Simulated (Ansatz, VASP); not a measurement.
## Two plane-wave programs on CdTe

Contents of INCAR:

```
SYSTEM = CdTe
PREC = Accurate
ENCUT = 520
EDIFF = 1E-6
ISMEAR = 0
SIGMA = 0.05
LREAL = .False.
LASPH = .True.
NELM = 100
ALGO = Normal
ISIF = 2
LWAVE = .False.
LCHARG = .True.
GGA = RE
IVDW = 13
LELF = .True.
LVHAR = .True.
NBANDS = 16
```

KPOINTS

```
regular mesh
0
Gamma
  6 6 6
  0 0 0
```

File POSCAR:

```
CdTe
1.0
    0.0000000000      2.9687194001      2.9687194001
    2.9687194001      0.0000000000      2.9687194001
    2.9687194001      2.9687194001      0.0000000000
Cd Te
1 1
Direct
    0.5000000000      0.5000000000      0.5000000000
    0.0000000000      0.0000000000      0.0000000000
```

Input for Ansatz:

```yaml
crystal:
  lattice:
    - [0.0, 2.9687194001, 2.9687194001]
    - [2.9687194001, 0.0, 2.9687194001]
    - [2.9687194001, 2.9687194001, 0.0]
  atoms:
    - { symbol: Cd, position: [0.5, 0.5, 0.5] }
    - { symbol: Te, position: [0.0, 0.0, 0.0] }
basis:
  ecutwfc: 420
  ecutrho_ratio: 4
kpoints:
  mp_grid: { grid: [6, 6, 6] }
hamiltonian:
  xc: revpbe
  dispersion: d4
scf:
  occupations: { method: gaussian, width: 0.05 }
output:
  forces: true
  stress: true
  eigenvalues: true
```

Alike in both runs: task single point; functional revPBE; dispersion D4; k mesh 6 × 6 × 6; occupations gaussian, width 0.05 eV; no spin polarisation.

|  | VASP | Ansatz |
| --- | --- | --- |
| version | VASP 6.6.1 | Ansatz 0.2.0 |
| potentials or method | VASP PAW PBE potentials, release 64 (Cd, Te) | scalar-relativistic, plane waves, PAW |
| plane-wave cutoff (eV) | 520 | 420 |
| valence electrons in the cell | 18 | 36 |

Ansatz gave:

```
gap on the k mesh at the Fermi level (eV) : none
pressure (GPa)                            : 2.4
dispersion energy (meV/atom)              : -775.2
```

**Question.** What did VASP give for the same quantities?

**Answer.** gap on the k mesh at the Fermi level (eV): none; pressure (GPa): 2.6; dispersion energy (meV/atom): -775.0.

A gap of «none» marks a metal or a gap that the smearing closes. The two sets of potentials don't hold the same shells in valence.

Caveats: the PAW data sets were made with another functional, which shifts forces and pressure a little (VASP); pairwise dispersion overbinds metals, which lowers pressure and volume. The runs have no spin-orbit coupling, so splittings on Te are missing.
